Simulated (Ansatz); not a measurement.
Three zincblende compounds, relaxed with r2SCAN in the PAW code Ansatz. Spin-unpolarised throughout; all numbers are computed.

| compound | a (Å) |
| --- | --- |
| AlAs | 5.678 |
| InAs | 6.109 |
| InP | 5.908 |

(1) What is the misfit strain of a coherent AlAs film on InP?

(2) By Vegard's law, which share x of InAs in (AlAs)₁₋ₓ(InAs)ₓ matches the substrate?

## Answers

(1) ε∥ = (a_sub − a_film)/a_film = (5.908 − 5.678)/5.678 = +4.05 %: the film is in tension in the plane. At this size it stays coherent for a few layers at most.

(2) (1 − x) × 5.678 + x × 6.109 = 5.908 gives x = (5.908 − 5.678)/(6.109 − 5.678) = 0.534.
